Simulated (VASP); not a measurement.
## ZnS in VASP 6.6.1, single-point calculation

INCAR

```
LASPH = .TRUE.
NSW = 0
LCHARG = .FALSE.
IVDW = 12
ISIF = 2
NELM = 94
EDIFF = 1E-7
NELECT = 17.98
IBRION = -1
LREAL = .FALSE.
SIGMA = 0.02
LWAVE = .FALSE.
NBANDS = 16
PREC = Accurate
ISMEAR = -1
ENCUT = 520
GGA = PE
```

KPOINTS

```
KPOINTS created by Atomic Simulation Environment
0
Gamma
10 10 10
0 0 0
```

POSCAR

```
Zn S
 1.0000000000000000
     0.1194525264000000    2.7057749247000000    2.7057749247000000
     2.7057749247000000    0.1194525264000000    2.7057749247000000
     2.7057749247000000    2.7057749247000000    0.1194525264000000
 Zn  S
   1   1
Cartesian
  0.0237799178023345  0.0237799178023345  0.0237799178023345
  1.3589706761476661  1.3589706761476661  1.3589706761476661
```

The recommended PBE PAW datasets give the neutral cell 18 valence electrons.

Command

```
mpirun -np 1 vasp_std
```

**Question.** Predict the outcome of this run.

**Answer.** It converged. Results: pressure 3.3 GPa; largest force 0.04 eV/Å.

OSZICAR

```
N       E                     dE             d eps       ncg     rms          rms(c)
DAV:   1     0.893044297922E+02    0.89304E+02   -0.82166E+03  3728   0.128E+03
DAV:   2    -0.155855211259E+01   -0.90863E+02   -0.85063E+02  4208   0.263E+02
DAV:   3    -0.717442985578E+01   -0.56159E+01   -0.55924E+01  4632   0.636E+01
DAV:   4    -0.723093419987E+01   -0.56504E-01   -0.56492E-01  4520   0.663E+00
DAV:   5    -0.723156615049E+01   -0.63195E-03   -0.63194E-03  4744   0.676E-01    0.772E+00
DAV:   6    -0.682547622890E+01    0.40609E+00   -0.76052E-01  5528   0.318E+01    0.596E+00
DAV:   7    -0.680176969143E+01    0.23707E-01   -0.27552E-01  4544   0.515E+00    0.296E+00
DAV:   8    -0.680084131371E+01    0.92838E-03   -0.67538E-03  5016   0.126E+00    0.770E-01
DAV:   9    -0.680092618844E+01   -0.84875E-04   -0.15279E-03  4464   0.303E-01    0.837E-02
DAV:  10    -0.680104169551E+01   -0.11551E-03   -0.16814E-04  4776   0.983E-02    0.525E-02
DAV:  11    -0.680106976697E+01   -0.28071E-04   -0.47788E-05  4280   0.584E-02    0.163E-02
DAV:  12    -0.680107034563E+01   -0.57866E-06   -0.26560E-06  5088   0.207E-02    0.734E-03
DAV:  13    -0.680107059104E+01   -0.24540E-06   -0.64685E-07  4424   0.103E-02    0.139E-03
DAV:  14    -0.680107059031E+01    0.73078E-09   -0.53456E-08  3960   0.375E-03
   1 F= -.74622617E+01 E0= -.74620643E+01  d E =-.394842E-03
```

The cell is charged and sits in a uniform background.

For comparison, a separate PBE run of the intended cell, on usual settings and not on those above, gives a gap of 2.13 eV on its mesh and a pressure of 7.3 GPa.
